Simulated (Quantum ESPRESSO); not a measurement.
# Al (Fm-3m) in Quantum ESPRESSO: further runs, part 2 of 2

Quantum ESPRESSO 7.5.

## 3. Equation of state, revPBE+D4

run.py reads:

```python
import numpy as np
from ase.calculators.espresso import Espresso, EspressoProfile
from ase.io import read

atoms = read('POSCAR')

input_data = {
    'control': {'calculation': 'scf', 'prefix': 'pwscf', 'outdir': './tmp', 'tprnfor': True, 'tstress': True, 'disk_io': 'nowf'},
    'system': {'ecutwfc': 40.0, 'nbnd': 6, 'input_dft': 'revpbe', 'occupations': 'smearing', 'smearing': 'fd', 'degauss': 0.00367493},
    'electrons': {'conv_thr': 2e-10, 'electron_maxstep': 120, 'mixing_beta': 0.5},
}
pseudopotentials = {'Al': 'Al.upf'}
profile = EspressoProfile(command='pw.x', pseudo_dir='pseudo')
dft = Espresso(profile=profile, input_data=input_data, pseudopotentials=pseudopotentials, kpts=(11, 11, 11), koffset=(0, 0, 0))
from ase.calculators.mixing import SumCalculator
from dftd4.ase import DFTD4
d4 = DFTD4(method='revpbe')
atoms.calc = SumCalculator([dft, d4])

from ase.eos import EquationOfState
from ase.units import GPa
cell, v, e = atoms.cell.copy(), [], []
for x in [0.94, 0.96, 0.98, 1.0, 1.02, 1.04, 1.06]:
    atoms.set_cell(cell * x ** (1 / 3), scale_atoms=True)
    v.append(atoms.get_volume() / len(atoms))
    e.append(atoms.get_potential_energy() / len(atoms))
    print(f'V {v[-1]:.6f} A^3/atom  E {e[-1]:.8f} eV/atom')
v0, e0, b0 = EquationOfState(v, e, eos='birchmurnaghan').fit()
print(f'V0 {v0:.5f} A^3/atom  E0 {e0:.6f} eV/atom  B0 {b0 / GPa:.2f} GPa')
```

POSCAR reads:

```
Al
1.0
    0.0000000000      2.0248050000      2.0248050000
    2.0248050000      0.0000000000      2.0248050000
    2.0248050000      2.0248050000      0.0000000000
Al
1
Direct
    0.0000000000      0.0000000000      0.0000000000
```

Potentials or basis: PseudoDojo 0.4.1 SR PBE standard.

Started as:

```console
$ OMP_NUM_THREADS=1 python run.py
```

The log of the run:

```text
<dir> UserWarning: The minimum volume of your fit is not in your volumes.  You may not have a minimum in your dataset!
  warnings.warn(
V 15.606570 A^3/atom  E -63.66294322 eV/atom
V 15.938625 A^3/atom  E -63.65866954 eV/atom
V 16.270679 A^3/atom  E -63.65094777 eV/atom
V 16.602734 A^3/atom  E -63.64015632 eV/atom
V 16.934789 A^3/atom  E -63.62662130 eV/atom
V 17.266843 A^3/atom  E -63.61065723 eV/atom
V 17.598898 A^3/atom  E -63.59256450 eV/atom
V0 15.40924 A^3/atom  E0 -63.663661 eV/atom  B0 93.48 GPa
```

espresso.pwi:

```text
&CONTROL
   calculation      = 'scf'
   tstress          = .true.
   tprnfor          = .true.
   outdir           = './tmp'
   prefix           = 'pwscf'
   disk_io          = 'nowf'
   pseudo_dir       = 'pseudo'
/
&SYSTEM
   nbnd             = 6
   ecutwfc          = 40.0
   occupations      = 'smearing'
   degauss          = 0.00367493
   smearing         = 'fd'
   input_dft        = 'revpbe'
   ntyp             = 1
   nat              = 1
   ibrav            = 0
/
&ELECTRONS
   electron_maxstep = 120
   conv_thr         = 2e-10
   mixing_beta      = 0.5
/
&IONS
/
&CELL
/
&FCP
/
&RISM
/
ATOMIC_SPECIES
Al 26.9815385 Al.upf

K_POINTS automatic
11 11 11  0 0 0

CELL_PARAMETERS angstrom
0.00000000000000 2.06451714090462 2.06451714090462
2.06451714090462 0.00000000000000 2.06451714090462
2.06451714090462 2.06451714090462 0.00000000000000

ATOMIC_POSITIONS angstrom
Al 0.0000000000 0.0000000000 0.0000000000
```

espresso.pwo:

```text
This program is part of the open-source Quantum ESPRESSO suite
     for quantum simulation of materials; please cite
         "P. Giannozzi et al., J. Phys.:Condens. Matter 21 395502 (2009);
         "P. Giannozzi et al., J. Phys.:Condens. Matter 29 465901 (2017);
         "P. Giannozzi et al., J. Chem. Phys. 152 154105 (2020);
     in publications or presentations arising from this work. More details at

Warning: card &CELL ignored
Warning: card &FCP ignored
Warning: card &RISM ignored

     IMPORTANT: XC functional enforced from input :
     Exchange-correlation= REVPBE
                           (   1   4   4   4   0   0   0)
     Any further DFT definition will be discarded
     Please, verify this is what you really want

     Message from routine setup:
     using ibrav=0 with symmetry is DISCOURAGED, use correct ibrav instead

     G-vector sticks info
     --------------------
     sticks:   dense  smooth     PW     G-vecs:    dense   smooth      PW
     Sum         337     337    121                 4015     4015     821

     Using Slab Decomposition

     bravais-lattice index     =            0
     lattice parameter (alat)  =       5.5174  a.u.
     unit-cell volume          =     118.7633 (a.u.)^3
     number of atoms/cell      =            1
     number of atomic types    =            1
     number of electrons       =         3.00
     number of Kohn-Sham states=            6
     kinetic-energy cutoff     =      40.0000  Ry
     charge density cutoff     =     160.0000  Ry
     scf convergence threshold =      2.0E-10
     mixing beta               =       0.5000
     number of iterations used =            8  plain     mixing
     Exchange-correlation= REVPBE
                           (   1   4   4   4   0   0   0)

[... 93 lines left out ...]

     Dense  grid:     4015 G-vectors     FFT dimensions: (  24,  24,  24)

     Initial potential from superposition of free atoms

     starting charge       2.9976, renormalised to       3.0000
     Starting wfcs are    4 randomized atomic wfcs +    2 random wfcs

     Self-consistent Calculation

     iteration #  1     ecut=    40.00 Ry     beta= 0.50
     Davidson diagonalization with overlap
     ethr =  1.00E-02,  avg # of iterations =  6.2

     Threshold (ethr) on eigenvalues was too large:
     Diagonalizing with lowered threshold

     Davidson diagonalization with overlap
     ethr =  1.95E-04,  avg # of iterations =  3.7

     total energy              =      -4.63527311 Ry
     estimated scf accuracy    <       0.00574378 Ry
[... 32 lines left out ...]
     iteration #  6     ecut=    40.00 Ry     beta= 0.50
     Davidson diagonalization with overlap
     ethr =  2.25E-11,  avg # of iterations =  2.1

     End of self-consistent calculation

          k = 0.0000 0.0000 0.0000 (   531 PWs)   bands (ev):

    -3.4165  19.5407  19.5407  20.5532  20.5532  20.5532

          k = 0.0643 0.0643-0.0643 (   531 PWs)   bands (ev):
[... 215 lines left out ...]
          k = 0.0000-0.3857 0.6428 (   507 PWs)   bands (ev):

     5.9727   6.2329   7.4983   9.2560  20.6499  23.2843

     the Fermi energy is     7.3005 ev

!    total energy              =      -4.63501019 Ry
     estimated scf accuracy    <          7.0E-11 Ry
     smearing contrib. (-TS)   =      -0.00030349 Ry
     internal energy E=F+TS    =      -4.63470671 Ry

     The total energy is F=E-TS. E is the sum of the following terms:
     one-electron contribution =       2.78047661 Ry
     hartree contribution      =       0.00694506 Ry
     xc contribution           =      -2.13376322 Ry
     ewald contribution        =      -5.28836515 Ry

     convergence has been achieved in   6 iterations

     Forces acting on atoms (cartesian axes, Ry/au):

     atom    1 type  1   force =     0.00000000    0.00000000    0.00000000

     Total force =     0.000000     Total SCF correction =     0.000000

     Computing stress (Cartesian axis) and pressure

          total   stress  (Ry/bohr**3)                   (kbar)     P=      -44.87
  -0.00030500   0.00000000   0.00000000          -44.87        0.00        0.00
   0.00000000  -0.00030500   0.00000000            0.00      -44.87        0.00
   0.00000000   0.00000000  -0.00030500            0.00        0.00      -44.87

=------------------------------------------------------------------------------=
   JOB DONE.
=------------------------------------------------------------------------------=
```

Run time: 24 s. Hardware: 1 thread of Arm Neoverse V1, shared host; peak memory 0.08 GiB.

Results:

* Equilibrium volume: 15.41 Å³/atom (rough: see the caveat)
* Bulk modulus: 93 GPa (rough)

Energy against volume, from the lowest point:
```tsv
volume (Å³/atom)	energy (meV/atom)
15.607	0.00
15.939	4.27
16.271	12.00
16.603	22.79
16.935	36.32
17.267	52.29
17.599	70.38
```

Caveat: the potentials were made for another functional, which shifts forces and pressure; the minimum lies outside the volumes run.
